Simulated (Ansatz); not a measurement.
ZnCu2SnS4:

```
CELL_PARAMETERS angstrom
-2.71710 2.71710 5.42480
2.71710 -2.71710 5.42480
2.71710 2.71710 -5.42480
ATOMIC_POSITIONS crystal
Sn 0.50000 0.50000 0.00000
Zn 0.25000 0.75000 0.50000
Cu 0.75000 0.25000 0.50000
Cu 0.00000 0.00000 0.00000
S 0.62799 0.62839 0.51280
S 0.88481 0.37201 0.00040
S 0.11559 0.11519 0.48720
S 0.37161 0.88441 0.99960
```

- Program: Ansatz 0.2.0
- Task: relaxation of cell and atoms
- Functional: r2SCAN
- Potentials or basis: Ansatz PAW
- Cutoff: 500 eV (not typed: the program's choice for these potentials)
- k mesh: 7 × 7 × 7
- Occupations: fermi-dirac, width 0.05 eV
- Spin: no spin polarisation
- Hubbard terms: Cu d U = 1 eV

At the start: volume 20.02 Å³/atom.

Question: Where does the relaxation end?

Answer: It ends after 5 steps and the volume is 19.87 Å³/atom (-0.8 %); space group I-4 (No. 82, to 0.05 Å).

Step by step:
```tsv
step	energy change (eV)	largest force (eV/Å)	volume (Å³)
1	0.0000	0.3746	160.20
2	-0.0226	0.1327	160.17
3	-0.0288	0.0062	158.64
4	-0.0289	0.0022	158.93
5	-0.0286	0.0022	158.93
```

Final structure:
```cif
data_structure
_symmetry_space_group_name_H-M 'P 1'
_symmetry_Int_Tables_number 1
_cell_length_a 6.6309
_cell_length_b 6.6309
_cell_length_c 6.6309
_cell_angle_alpha 131.762
_cell_angle_beta 131.762
_cell_angle_gamma 70.606
_cell_volume 158.93
loop_
_atom_site_label
_atom_site_type_symbol
_atom_site_fract_x
_atom_site_fract_y
_atom_site_fract_z
_atom_site_occupancy
Sn1 Sn 0.50000 0.50000 0.00000 1
Zn1 Zn 0.25000 0.75000 0.50000 1
Cu1 Cu 0.75000 0.25000 0.50000 1
Cu2 Cu 0.00000 0.00000 0.00000 1
S1 S 0.63382 0.62846 0.52032 1
S2 S 0.88650 0.36618 0.99464 1
S3 S 0.10814 0.11350 0.47968 1
S4 S 0.37154 0.89186 0.00536 1
```

Caveat: the plane-wave basis is chosen anew once the cell has moved, so the energies of steps on either side of that aren't comparable; the PAW data sets come from PBE, with cores solved anew for the run's functional, which leaves a small shift of forces and pressure.
